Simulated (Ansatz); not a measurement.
Input of an Ansatz 0.2.0 run:

Contents of input.yaml:

```yaml
crystal:
  lattice:
    - [0.0, 4.1175163063, 4.2628978354]
    - [2.3895119538, 0.0, 4.2628978354]
    - [2.3895119538, 4.1175163063, 0.0]
  atoms:
    - { symbol: Ti, position: [0.75, 0.75, 0.75] }
    - { symbol: Ti, position: [0.5, 0.5, 0.5] }
    - { symbol: Si, position: [0.41256561, 0.08743439, 0.41256561] }
    - { symbol: Si, position: [0.08743439, 0.41256561, 0.08743439] }
    - { symbol: Si, position: [0.16256561, 0.83743439, 0.16256561] }
    - { symbol: Si, position: [0.83743439, 0.16256561, 0.83743439] }
hamiltonian:
  xc: pbe
  pseudopotentials: { kind: paw }
kpoints:
  mp_grid: { grid: [7, 7, 7] }
scf:
  occupations: { method: fermi_dirac, width: 0.05 }
output:
  forces: true
  stress: true
  eigenvalues: true
relax:
  f_tol: 0.01
  max_steps: 40
  cell: { stress_tol: 0.05 }
```

Potentials or basis: Ansatz PAW.

The run is started by

```sh
$ ansatz run input.yaml --threads 2 --pin off --max-ram 5632MiB --backend cpu --events-out ev --progress --plain --runs-dir out
```

Problem. Estimate the space group after relaxing (to 0.05 Å).

Solution. Fddd (No. 70).

Problem. Predict the band gap on the k mesh.

Solution. None (metal or under the smearing width).

Problem. Estimate the relaxed cell.

Solution. a = 5.950 Å, b = 4.916 Å, c = 4.773 Å, α = 75.75°, β = 53.21°, γ = 51.03°.

Final structure:
```
CELL_PARAMETERS angstrom
0.00000 4.12366 4.28902
2.40293 0.00000 4.28902
2.40293 4.12366 0.00000
ATOMIC_POSITIONS crystal
Ti 0.75000 0.75000 0.75000
Ti 0.50000 0.50000 0.50000
Si 0.41278 0.08722 0.41278
Si 0.08722 0.41278 0.08722
Si 0.16278 0.83722 0.16278
Si 0.83722 0.16278 0.83722
```
